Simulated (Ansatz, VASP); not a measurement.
# Cross-check of MgO (Periclase) between VASP and Ansatz, part 2 of 2

Wanted: the spread between two codes on one cell, functional and k mesh. The cell is taken from a series of VASP runs on this material, whose earlier steps may have relaxed, scaled or displaced it; both programs get it as it stands.

VASP 6.6.1 and Ansatz 0.2.0.

So far. Step 4 (Side by side): The walks stopped with 0.01 GPa left in Ansatz and -0.08 GPa in VASP; each walk ends within a tolerance, so the volume difference is uncertain by about these residues over the bulk modulus, most in soft cells.

### Step 5. VASP: relaxation of cell and atoms, PBEsol with D3(BJ)

Level of this step: PBEsol with D3(BJ); plane waves and PAW (Mg, O) (VASP).

The relaxed volume is the usual yardstick between codes: its relative difference is about their pressure difference at one cell divided by the bulk modulus. The cell compared in this pair holds 18.15 Å³, against 17.81 Å³ for the pair before.

The input, INCAR:

```
SYSTEM = MgO
PREC = Accurate
ENCUT = 520
EDIFF = 1E-06
NELM = 100
ISMEAR = 0
SIGMA = 0.03
LREAL = .FALSE.
ALGO = Normal
GGA = PS
IVDW = 12
NBANDS = 10
LORBIT = 11
LWAVE = .FALSE.
LCHARG = .FALSE.
KPAR = 4
IBRION = 2
NSW = 50
ISIF = 3
EDIFFG = -0.006
```

The input, POSCAR:

```
MgO
1.0
    0.0000000000      2.0856771059      2.0856771059
    2.0856771059      0.0000000000      2.0856771059
    2.0856771059      2.0856771059      0.0000000000
Mg O
1 1
Direct
    0.0000000000      0.0000000000      0.0000000000
    0.5000000000      0.5000000000      0.5000000000
```

The input, KPOINTS:

```
Automatic mesh
0
Gamma
8 8 8
0 0 0
```

Potentials, in the order of the species: Mg and O (PBE family, release 64).

The run is started by

```sh
$ mpirun -np 4 vasp_std
```

Numbers of over 12 decimals in the logs are rounded to 6 here.

The log of the run:

```text
[banner, memory and clock lines left out]
running    4 mpi-ranks, on    1 nodes
[...]
|                                                                             |
|               ----> ADVICE to this user running VASP <----                  |
|                                                                             |
|     You enforced a specific xc type in the INCAR file but a different       |
|     [... a line on the potential file left out ...]
|     I HOPE YOU KNOW WHAT YOU ARE DOING!                                     |
|                                                                             |

 LDA part: xc-table for (Slater+PW92), standard interpolation
 POSCAR, INCAR and KPOINTS ok, starting setup
[...]
entering main loop
       N       E                     dE             d eps       ncg     rms          rms(c)
DAV:   1     0.158057664985E+02    0.15806E+02   -0.45962E+03   630   0.700E+02
DAV:   2    -0.132531532663E+02   -0.29059E+02   -0.28656E+02   648   0.144E+02
DAV:   3    -0.138970785549E+02   -0.64393E+00   -0.64351E+00   696   0.202E+01
DAV:   4    -0.138982886945E+02   -0.12101E-02   -0.12101E-02   652   0.975E-01
[...]
DAV:   9    -0.125045849718E+02    0.15659E-03   -0.17773E-04   658   0.105E-01    0.126E-01
DAV:  10    -0.125045364219E+02    0.48550E-04   -0.32364E-04   626   0.146E-01    0.524E-03
DAV:  11    -0.125045374143E+02   -0.99238E-06   -0.36054E-06   610   0.149E-02
   1 F= -.13018567E+02 E0= -.13018567E+02  d E =-.130186E+02
[...]
reached required accuracy - stopping structural energy minimisation
```

Parts of OUTCAR (step 5):

```text
 Edisp (eV)   -0.51403

  Total       0.00384     0.00384     0.00384     0.00000    -0.00000     0.00000
  in kB       0.33895     0.33895     0.33895     0.00000    -0.00000     0.00000
  external pressure =        0.34 kB  Pullay stress =        0.00 kB

 POSITION                                       TOTAL-FORCE (eV/Angst)
 -----------------------------------------------------------------------------------
      0.00000      0.00000      0.00000         0.000000      0.000000      0.000000
      2.08568      2.08568      2.08568        -0.000000     -0.000000     -0.000000
 -----------------------------------------------------------------------------------
    total drift:                               -0.000000     -0.000000      0.000000

  FREE ENERGIE OF THE ION-ELECTRON SYSTEM (eV)
  ---------------------------------------------------
  free  energy   TOTEN  =       -13.0185669906 eV

  energy  without entropy=      -13.0185669906  energy(sigma->0) =      -13.01856699

[... 2 parts as in an earlier step ...]

[... 2 further parts left out ...]
[key lines of the parts left out:]
E-fermi :   3.4571
```

### Step 6. Ansatz: relaxation of cell and atoms, PBEsol with D3(BJ)

The same cell, functional, mesh and smearing now go to Ansatz, which takes its cutoff from its data sets.

The cell is taken from a series of VASP runs on this material, whose earlier steps may have relaxed, scaled or displaced it; both programs get it as it stands.

The input, input.yaml:

```yaml
crystal:
  lattice:
    - [0.0, 2.0856771059, 2.0856771059]
    - [2.0856771059, 0.0, 2.0856771059]
    - [2.0856771059, 2.0856771059, 0.0]
  atoms:
    - { symbol: Mg, position: [0.0, 0.0, 0.0] }
    - { symbol: O, position: [0.5, 0.5, 0.5] }
hamiltonian:
  xc: pbesol
  pseudopotentials: { kind: paw }
  dispersion: d3bj
kpoints:
  mp_grid: { grid: [8, 8, 8] }
scf:
  occupations: { method: gaussian, width: 0.03 }
relax:
  f_tol: 0.01
  max_steps: 60
  cell: { stress_tol: 0.05 }
output:
  forces: true
  stress: true
  write_density: true
  write_potential: true
  elf: true
  volumetric_format: npy
```

The run is started by

```sh
$ ansatz run input.yaml --threads 4 --pin off --max-ram 9216MiB --backend cpu --events-out ev --progress --plain --runs-dir out
```

The log of the run:

```text
[...]
Crystal: 2 atoms, lattice volume = 18.146 Å³
Basis set: ecut = 420 eV, 339 PW (Γ), exchange–correlation on 40×40×40 points (8 copies of the dense FFT grid, shifted against one another)
Bands: 12, of which v1, the nominal top of the filled ones, is band 8 counted from 1 (7 counted from 0)
Symmetry: 48 space group operations
[...]
k-points: 29 of 512
[...]
k-point 28: bands = [... 4 lower, -7.2642, 5.2803, 5.2803, 6.5057, 20.0301, 20.0301, 20.7377, 24.0946]
--- Relaxed structure (3 steps of the walk, 3 accepted, 1 SCFs on fresh bases) ---
[...]
cell:  # Å, volume = 18.1967 Å³
    - [0, 2.087633, 2.087633]
    - [2.087633, 0, 2.087633]
    - [2.087633, 2.087633, 0]
  atoms:
    - { symbol: Mg, position: [0, 0, 0] }
    - { symbol: O, position: [0.5, 0.5, 0.5] }
[key lines of the parts left out:]
SCF converged after 8 iterations
Free energy (F): -2476.376921 eV
Fermi energy:    10.790506 eV
P = ⅓ Tr σ = 0.0223 GPa (0.223 kbar)
```

Elapsed: 1.8 s, on 4 threads of Arm Neoverse V2, shared host; peak memory 0.27 GiB.

### Step 7. Comparison

What differs besides the data sets and the points named for the pairs above, as far as they apply: Ansatz makes its cores anew for this functional, VASP keeps those of its PBE data sets; VASP leaves aspherical gradient terms in its spheres out (LASPH is not set), Ansatz keeps them. Total energies have different zeros and are not compared.

Compared:

| quantity | Ansatz | VASP | difference |
| --- | --- | --- | --- |
| volume (Å³) | 18.20 | 18.15 | +0.28 % |
| edge a after relaxation, in the typed setting (Å) | 2.952 | 2.950 | +0.09 % |

The walks stopped with 0.02 GPa left in Ansatz and 0.03 GPa in VASP; each walk ends within a tolerance, so the volume difference is uncertain by about these residues over the bulk modulus, most in soft cells.

### Step 8. Summary of results

- difference in volume (relaxation of cell and atoms, LDA): 0.91 %
- difference in volume (relaxation of cell and atoms, PBEsol with D3(BJ)): 0.28 %

What this shows: The difference in volume is 0.91 % (relaxation of cell and atoms, LDA), within the 1.2 % picked in this series as the mark of a large difference, as far as the stopping tolerances let one tell. How closely two codes agree says nothing of how well the functional describes the real material.

[Lines on the potential files, build, host, timing and source positions are cut from VASP's logs without a mark.]

[Logs are printed without paths, hosts, clocks, repeated set-up lines and the standing remarks that a program may print on its own settings, such as how far it seeks lower states.]

[Hosts, paths, dates, database ids (printed as entryN), source tags and the programs' standing remarks are cut or masked in the printed files.]
